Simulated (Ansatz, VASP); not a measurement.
Zr: VASP beside Ansatz

```xyz
3
Lattice="1.6171 0.9336 7.8191 -1.6171 0.9336 7.8191 0.0000 -1.8673 7.8191" Properties=species:S:1:pos:R:3 pbc="T T T"
Zr    0.0000    0.0000    0.0000
Zr    0.0000    0.0000    5.2296
Zr    0.0000    0.0000   18.2278
```

Alike in both runs: functional r2SCAN; k mesh 6 × 6 × 6; occupations gaussian, width 0.1 eV; no spin polarisation.

Ansatz relaxed the structure, and its values are those at the end. VASP's run is a single point on that final structure, the one shown.

|  | VASP | Ansatz |
| --- | --- | --- |
| version | VASP 6.6.1 | Ansatz 0.2.0 |
| potentials or method | VASP PAW PBE potentials, release 64 (Zr_sv) | scalar-relativistic, plane waves, PAW |
| plane-wave cutoff (eV) | 520 | 500 |
| valence electrons in the cell | 36 | 36 |

```tsv
	VASP	Ansatz	Ansatz less VASP
gap on the k mesh at the Fermi level (eV)	none	none	-
pressure (GPa)	-0.1	-0.1	-0.01
rms of the force components (eV/Å)	0.007	0.008	+0.0005
```

A gap of «none» marks a metal or a gap that the smearing closes.

Caveats: the k mesh is coarse (spacing up to 0.38 Å⁻¹), so the values aren't converged; the PAW data sets were made with another functional, which shifts forces and pressure a little (VASP).
